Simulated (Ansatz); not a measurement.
# TlBr, space group Pm-3m: a calculation of the dielectric tensor and Born charges

With the Ansatz DFT code, driven from Python.

Run as a notebook:

In [1]:
```python
import ansatz as az
import numpy as np
```

In [2]:
```python
cell = (
    az.Lattice.of([3.98, 0.0, 0.0], [0.0, 3.98, 0.0], [0.0, 0.0, 3.98])
    .atom("Tl", [0.0, 0.0, 0.0])
    .atom("Br", [0.5, 0.5, 0.5])
)
```

In [3]:
```python
cell.resolved().sites[-1]
```
Out [3]:
```text
Site(symbol='Br', position=(0.5, 0.5, 0.5), moment=None, axis=None, held=None, saved=None)
```

In [4]:
```python
base = (
    cell.calculation()
    .eigensolver("davidson")
    .functional(az.Functional.PBESOL, dispersion="d3bjatm")
    .pseudopotentials("paw")
    .kpoints(density=1.4)
    .occupations("fixed")
    .dielectric()
)
result = base.run()
response = result.dielectric
eps = np.asarray(response.eps_inf)
```
```text
DeckWarning: basis.ecutwfc = 420 eV, auto-derived from the records' recommended cutoffs: set by Tl (normal level)
```

In [5]:
```python
print(f"mean eps_inf {np.trace(eps) / 3:.3f}, fraction of exact exchange 1/eps = {3 / np.trace(eps):.3f}")
print(np.array2string(eps, precision=3, suppress_small=True))
for site, z in zip(result.lattice.sites, response.zstar_e):
    print(f"{site.symbol:2s} Z* trace/3 = {np.trace(z) / 3:+.3f} e")
print(f"charge neutrality missed by {response.zstar_sum_residual_pre_e:.4f} e before the sum rule")
```
```text
mean eps_inf 6.244, fraction of exact exchange 1/eps = 0.160
[[6.244 0.    0.   ]
 [0.    6.244 0.   ]
 [0.    0.    6.244]]
Tl Z* trace/3 = +2.121 e
Br Z* trace/3 = -2.121 e
charge neutrality missed by 0.0058 e before the sum rule
```

Reading the output:
- The settings weren't tested for convergence.
- The Fermi level of a run with fixed occupations marks the highest occupied state on its mesh, not mid-gap.
- Energy and stress may still move on a finer k-point mesh.
- Pressure is positive in compression.
- Spin-orbit coupling, which matters for elements this heavy, is left out.
- The starting cell is as deposited in a crystallographic database; the results hold for this polymorph, which needn't be the stable one.
- Warnings are shown shortened and without file and line.
- This is the electronic (clamped-ion) response; a semilocal gap that is too small tends to raise it. The typed mesh is that of the SCF; the response is solved on denser meshes that the run picks.
- Run time: 5.7 s on 1 thread of Intel(R) Xeon(R) 6975P-C (Granite Rapids), on a shared host, peak memory 0.45 GiB.
